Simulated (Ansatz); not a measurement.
Input and output for diethylzinc (DEZ) (`C[CH2][Zn][CH2]C`).

```yaml
crystal:
  periodic: [false, false, false]
  atoms:
    - {symbol: C, position_ang: [0.253108, 1.978368, 1.806938]}
    - {symbol: C, position_ang: [1.044877, 0.677029, 1.678584]}
    - {symbol: Zn, position_ang: [0.516903, -0.484763, 0.193711]}
    - {symbol: C, position_ang: [-0.012710, -1.645039, -1.291766]}
    - {symbol: C, position_ang: [-1.174472, -1.132247, -2.142770]}
    - {symbol: H, position_ang: [-0.814495, 1.794584, 1.957254]}
    - {symbol: H, position_ang: [0.593575, 2.584700, 2.653767]}
    - {symbol: H, position_ang: [0.343772, 2.602286, 0.913263]}
    - {symbol: H, position_ang: [0.962342, 0.096695, 2.605009]}
    - {symbol: H, position_ang: [2.112797, 0.898921, 1.568234]}
    - {symbol: H, position_ang: [-0.259272, -2.629679, -0.877570]}
    - {symbol: H, position_ang: [0.869227, -1.807075, -1.922475]}
    - {symbol: H, position_ang: [-0.948539, -0.166853, -2.604416]}
    - {symbol: H, position_ang: [-1.424230, -1.822792, -2.956063]}
    - {symbol: H, position_ang: [-2.084783, -0.995033, -1.552300]}
basis:
  gaussian: {orbitals: def2-SVP}
magnetization: {spin_polarized: true, initial_magnetization: 0}
hamiltonian: {xc: {name: revPBE0}}
```

```sh
$ ansatz run in.yaml --threads 2 --pin off --events-out ev --progress --plain --max-ram 22528MiB --backend cpu
```

It prints (some lines left out):

```
Functional definition: revPBE0
1404 factors; integrals over basis functions are off by at most 1.3e-3 eV
mean field evaluation 1: about -52702.2493 eV, gradient 5.2e1 eV
mean field evaluation 2: about -52694.9984 eV, gradient 6.6e1 eV
mean field evaluation 4: about -52715.0556 eV, gradient 2.8e0 eV
mean field evaluation 8: about -52715.4215 eV, gradient 9.0e-2 eV
mean field evaluation 16: about -52715.4216 eV, gradient 6.7e-6 eV
mean field -52715.42158675 eV, -1937.2560115170 hartree, gradient 7.0e-6 eV, S^2 0.000000; 0 other end points of the search recorded, 0 dependent functions left out
reference -52715.42162902 eV, -1937.2560130703 hartree; 32, 32 occupied and 105, 105 virtual orbitals, 1404 factors
Total energy: -52715.42162902 eV, -1937.2560130703 hartree
```

It took 5 s on 2 threads of an AMD EPYC 7R13 on a shared host, with 0.58 GiB of host memory at the peak.
